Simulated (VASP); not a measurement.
# MnO3 (Imma) in VASP: further runs

Runs on MnO3. Level: PBE. Tasks: single point.

All numbers are computed with VASP 6.6.1; they aren't measurements. Logs are shortened: lines on timing, memory, paths and dates and some standing lists are left out, and cuts for length are marked.

## (1) The structure

The structure is orthorhombic, space group Imma (No. 74). The conventional cell has a = 5.689 Å, b = 6.276 Å, c = 5.213 Å, α = 90.00°, β = 90.00°, γ = 90.00°. Mn (site symmetry 2/m) is surrounded by 2 O at 1.84 Å. Around O (site symmetry 2) lie 1 O at 1.37 Å. O (site symmetry mm2) is surrounded by 2 Mn at 1.84 Å.

The cell comes from a database or a generator and needn't be the stable form of this composition.

## (2) Single point, PBE, collinear spin, ferromagnetic start

INCAR

```
  PREC = Accurate
  ENCUT = 520
  EDIFF = 1E-6
  ISMEAR = 0
  SIGMA = 0.02
  LREAL = False
  LASPH = True
  NELM = 150
  ALGO = Normal
  ISIF = 2
  LWAVE = False
  LCHARG = True
  ISPIN = 2
  MAGMOM = 4 4 0 0 0 0 0 0
  LORBIT = 11
  LMAXMIX = 4
  GGA = PE
  LELF = True
  LVHAR = True
```

KPOINTS

```
regular mesh
0
Gamma
  7 7 7
```

POSCAR

```
MnO3
1.0
   -2.8445430000      3.1381730000      2.6064000000
    2.8445430000     -3.1381730000      2.6064000000
    2.8445430000      3.1381730000     -2.6064000000
Mn O
2 6
Direct
    0.0000000000      0.0000000000      0.0000000000
    0.5000000000      0.0000000000      0.5000000000
    0.8906730000      0.5000000000      0.8906730000
    0.1093270000      0.0000000000      0.6093270000
    0.8906730000      0.0000000000      0.3906730000
    0.1093270000      0.5000000000      0.1093270000
    0.4339510000      0.1839510000      0.2500000000
    0.5660490000      0.8160490000      0.7500000000
```

Potentials or basis: VASP PAW PBE potentials, release 64 (Mn_pv, O).

The run is started by

```
cat potpaw_PBE.64/Mn_pv/POTCAR potpaw_PBE.64/O/POTCAR > POTCAR
mpirun -np 1 vasp_std > vasp.out
```

OUTCAR:

```text
PREC = Accurate
   ENCUT = 520
   EDIFF = 1E-6
   ISMEAR = 0
   LREAL = False
   LASPH = True
   NELM = 150
   ISIF = 2
   ISPIN = 2
   LORBIT = 11
   GGA = PE

 ion  position               nearest neighbor table
   1  0.000  0.000  0.000-   7 1.84   8 1.84   6 2.12   4 2.12   5 2.12   3 2.12   2 3.14   2 3.14

   2  0.500  0.000  0.500-   7 1.84   8 1.84   5 2.12   3 2.12   4 2.12   6 2.12   1 3.14   1 3.14

   3  0.891  0.500  0.891-   6 1.37   1 2.12   2 2.12
   4  0.109  0.000  0.609-   5 1.37   2 2.12   1 2.12
   5  0.891  0.000  0.391-   4 1.37   2 2.12   1 2.12
   6  0.109  0.500  0.109-   3 1.37   2 2.12   1 2.12
   7  0.434  0.184  0.250-   1 1.84   2 1.84
   8  0.566  0.816  0.750-   1 1.84   2 1.84

  LATTYP: Found a body centered orthorhombic cell.
 ALAT       =     5.2128000000
 B/A-ratio  =     1.0913685543
 C/A-ratio  =     1.2040258594

  Lattice vectors:

 A1 = (   2.8445430000,  -3.1381730000,   2.6064000000)
 A2 = (  -2.8445430000,  -3.1381730000,  -2.6064000000)
 A3 = (   2.8445430000,   3.1381730000,  -2.6064000000)

Analysis of symmetry for initial positions (statically):
=====================================================================
 Subroutine PRICEL returns:
 Original cell was already a primitive cell.

 Routine SETGRP: Setting up the symmetry group for a
 body centered orthorhombic supercell.

 Subroutine GETGRP returns: Found  8 space group operations
 (whereof  4 operations were pure point group operations)
 out of a pool of  8 trial point group operations.

The static configuration has the point symmetry C_2h.
 The point group associated with its full space group is D_2h.

Analysis of symmetry for dynamics (positions and initial velocities):
=====================================================================
 Subroutine PRICEL returns:
 Original cell was already a primitive cell.

 Routine SETGRP: Setting up the symmetry group for a
 body centered orthorhombic supercell.

 Subroutine GETGRP returns: Found  8 space group operations
 (whereof  4 operations were pure point group operations)
 out of a pool of  8 trial point group operations.

The dynamic configuration has the point symmetry C_2h.
 The point group associated with its full space group is D_2h.

Analysis of structural, dynamic, and magnetic symmetry:
=====================================================================
 Subroutine PRICEL returns:
 Original cell was already a primitive cell.

 Routine SETGRP: Setting up the symmetry group for a
[... 162 lines left out ...]
  ext. energy  EPLUGINS =         0.00000000
  ---------------------------------------------------
  free energy    TOTEN  =       -54.93294686 eV

  energy without entropy =      -54.93240275  energy(sigma->0) =      -54.93267480

 E-fermi :   2.5247     XC(G=0): -10.2293

 val. band max:        2.5152350447   @ k =  -0.2857   0.4286   0.2857
 cond. band min:       2.5283348522   @ k =  -0.4286  -0.4286   0.4286
 fundamental gap:      0.0130998075
 Fermi energy:         2.5246551889

 spin component 1

 k-point     1 :       0.0000    0.0000    0.0000
  band No.  band energies     occupation
      1     -48.0668      1.00000
      2     -48.0225      1.00000
      3     -47.9490      1.00000
      4     -47.9478      1.00000
      5     -47.9453      1.00000
      6     -47.9451      1.00000
[... 1045 lines left out ...]
     40       8.0111      0.00000
     41      10.7747      0.00000

 [... further k-points ...]

 spin component 2

 k-point     1 :       0.0000    0.0000    0.0000
  band No.  band energies     occupation
      1     -44.9379      1.00000
      2     -44.8859      1.00000
      3     -44.2612      1.00000
      4     -44.2606      1.00000
      5     -44.1851      1.00000
      6     -44.1803      1.00000
[... 1045 lines left out ...]
     40       8.1531      0.00000
     41      11.0329      0.00000

 [... further k-points ...]

------------------------ aborting loop because EDIFF is reached ----------------------------------------

  FORCE on cell =-STRESS in cart. coord.  units (eV):
  Direction    XX          YY          ZZ          XY          YZ          ZX
  --------------------------------------------------------------------------------------
  -------------------------------------------------------------------------------------
  Total       -3.0642058     -5.2943782     -4.8210976      0.0000000      0.0000000      0.0000000
  in kB      -52.7518959    -91.1454720    -82.9977016      0.0000000      0.0000000      0.0000000
  external PRESSURE =     -75.6316898 kB  Pullay stress =       0.0000000 kB

 VOLUME and BASIS-vectors are now :
 -----------------------------------------------------------------------------
  energy-cutoff  :      520.00
  volume of cell :       93.07
      direct lattice vectors                 reciprocal lattice vectors
    -2.844543000  3.138173000  2.606400000     0.000000000  0.159328374  0.191835482
     2.844543000 -3.138173000  2.606400000     0.175775160  0.000000000  0.191835482
     2.844543000  3.138173000 -2.606400000     0.175775160  0.159328374  0.000000000

 POSITION                                       TOTAL-FORCE (eV/Angst)
 -----------------------------------------------------------------------------------
      0.00000      0.00000      0.00000         0.000000      0.000000      0.000000
      0.00000      3.13817      0.00000         0.000000      0.000000     -0.000000
      1.42227      4.02109      1.30320         0.000000     -0.807794     -0.000000
      1.42227      2.25526     -1.30320         0.000000      0.807794      0.000000
     -1.42227      4.02109      1.30320         0.000000     -0.807794     -0.000000
      1.42227     -0.88291      1.30320         0.000000      0.807794      0.000000
      0.00000      1.56909      0.95890        -0.000000      0.000000     -0.969809
      2.84454      1.56909      1.64750         0.000000     -0.000000      0.969809
 -----------------------------------------------------------------------------------
    total drift:                               -0.000000     -0.000000      0.000000

  FREE ENERGIE OF THE ION-ELECTRON SYSTEM (eV)
  ---------------------------------------------------
  free  energy   TOTEN  =       -54.9329468578 eV

  energy  without entropy=      -54.9324027522  energy(sigma->0) =      -54.93267480

 total charge

# of ion       s       p       d       tot
------------------------------------------
    1        0.275   6.337   4.860  11.471
    2        0.275   6.337   4.860  11.471
    3        1.581   3.330   0.000   4.911
    4        1.581   3.330   0.000   4.911
    5        1.581   3.330   0.000   4.911
    6        1.581   3.330   0.000   4.911
    7        1.584   3.369   0.000   4.952
    8        1.584   3.369   0.000   4.952
--------------------------------------------------
tot         10.042  32.730   9.719  52.491

 magnetization (x)

# of ion       s       p       d       tot
------------------------------------------
    1        0.020   0.030   3.155   3.205
    2        0.020   0.030   3.155   3.205
    3        0.006  -0.131   0.000  -0.125
    4        0.006  -0.131   0.000  -0.125
    5        0.006  -0.131   0.000  -0.125
    6        0.006  -0.131   0.000  -0.125
    7        0.002  -0.018   0.000  -0.016
    8        0.002  -0.018   0.000  -0.016
--------------------------------------------------
tot          0.070  -0.503   6.311   5.878
```

stdout:

```text
POSCAR found type information on POSCAR MnO
 POSCAR found :  2 types and       8 ions
 scaLAPACK will be used
 LDA part: xc-table for (Slater+PW92), standard interpolation
 POSCAR, INCAR and KPOINTS ok, starting setup
 FFT: planning ... GRIDC
 FFT: planning ... GRID_SOFT
 FFT: planning ... GRID
 WAVECAR not read
 entering main loop
```

Wall time 7.8 min (1 thread of Intel Xeon 6975P-C (Granite Rapids), shared host); peak memory 0.51 GiB.

What came out:

```
Free energy                                           : -54.9329 eV
Pressure                                              : -7.6 GPa
Largest force                                         : 0.970 eV/Å
Band gap on the k mesh                                : none (metal or under the smearing width)
Net moment                                            : 6.00 μB per cell
Site moments                                          : Mn +3.21; O -0.12, -0.02 μB
Valence electrons inside the program's atomic spheres : Mn 11.47; O 4.91, 4.95
```

Forces in eV/Å, atoms in the order of the input:
```
Mn   0.000  0.000  0.000
Mn   0.000  0.000  0.000
O    0.000 -0.808  0.000
O    0.000  0.808  0.000
O    0.000 -0.808  0.000
O    0.000  0.808  0.000
O    0.000  0.000 -0.970
O    0.000  0.000  0.970
```

Caveat: semilocal functionals often make such compounds metallic where correlation or magnetic order opens a gap, which also shifts bond lengths; only a ferromagnetic start was run, and an antiferromagnetic order may lie lower in energy. With open d or f shells a metallic result of PBE can be an artefact of self-interaction; +U or a hybrid may open a gap.

## (3) Single point, PBE, collinear spin, ferromagnetic start

run.py

```python
from ase import Atoms
from ase.calculators.vasp import Vasp
from ase.dft.bandgap import bandgap

atoms = Atoms(
    ['Mn', 'Mn', 'O', 'O', 'O', 'O', 'O', 'O'],
    cell=[[-2.844543, 3.138173, 2.6064], [2.844543, -3.138173, 2.6064], [2.844543, 3.138173, -2.6064]],
    scaled_positions=[[0.0, 0.0, 0.0], [0.5, 0.0, 0.5], [0.890673, 0.5, 0.890673], [0.109327, 0.0, 0.609327], [0.890673, 0.0, 0.390673], [0.109327, 0.5, 0.109327], [0.433951, 0.183951, 0.25], [0.566049, 0.816049, 0.75]],
    pbc=True,
)
atoms.set_initial_magnetic_moments([4.0, 4.0, 0.0, 0.0, 0.0, 0.0, 0.0, 0.0])
calc = Vasp(
    directory='calc',
    xc='pbe',
    pp='PBE',
    setups='materialsproject',
    prec='Accurate',
    encut=520,
    ediff=1e-06,
    ismear=0,
    sigma=0.02,
    lreal=False,
    lasph=True,
    nelm=120,
    algo='Normal',
    isif=2,
    lwave=False,
    lcharg=False,
    ispin=2,
    lorbit=11,
    lmaxmix=4,
    kpts=[7, 7, 7],
    gamma=True,
    nbands=45,
)
atoms.calc = calc

print('energy (eV):', atoms.get_potential_energy())
print('free energy (eV):', atoms.get_potential_energy(force_consistent=True))
print('forces (eV/A):')
print(atoms.get_forces())
print('stress (eV/A^3, Voigt):', atoms.get_stress())
print('Fermi level (eV):', calc.get_fermi_level())
print('moment (muB):', atoms.get_magnetic_moment())
print('site moments (muB):', atoms.get_magnetic_moments())
gap, top, bottom = bandgap(calc)
print('band gap (eV):', gap, 'from (spin, k, band)', top, 'to', bottom)
```

Potentials or basis: VASP PAW PBE potentials, release 64 (Mn_pv, O).

The run is started by

```
python run.py
```

Wall time 11 min (1 thread of Intel Xeon 6975P-C (Granite Rapids), shared host); peak memory 0.53 GiB.

Results (log left out):

| Property | Result |
| --- | --- |
| Free energy | -54.9329 eV |
| Pressure | -7.6 GPa |
| Largest force | 0.970 eV/Å |
| Band gap on the k mesh | none (metal or under the smearing width) |
| Net moment | 6.00 μB per cell |
| Site moments | Mn +3.21; O -0.12, -0.02 μB |
| Valence electrons inside the program's atomic spheres | Mn 11.47; O 4.91, 4.95 |

Forces on the atoms (eV/Å):
```
Mn   0.000  0.000  0.000
Mn   0.000  0.000  0.000
O    0.000 -0.807  0.000
O    0.000  0.807  0.000
O    0.000 -0.807  0.000
O    0.000  0.807  0.000
O    0.000  0.000 -0.970
O    0.000  0.000  0.970
```

Stress tensor (GPa, compression positive):
```
-5.29  0.00  0.00
 0.00 -9.13  0.00
 0.00  0.00 -8.31
```

Levels at points of the mesh, in eV from the Fermi level:
Spin up:
```
           k point  band 32  band 33  band 34  band 35  band 36  band 37
(0.00, 0.00, 0.00)    -1.03    -0.10     0.01     0.34     1.11     2.00
```
Spin down:
```tsv
k point	band 24	band 25	band 26	band 27	band 28	band 29	band 30	band 31	band 32	band 33
(0.00, 0.00, 0.00)	-3.05	-2.27	-1.83	-1.11	-0.25	0.69	1.05	1.07	1.20	1.79
```

Caveat: semilocal functionals often make such compounds metallic where correlation or magnetic order opens a gap, which also shifts bond lengths; only a ferromagnetic start was run, and an antiferromagnetic order may lie lower in energy.
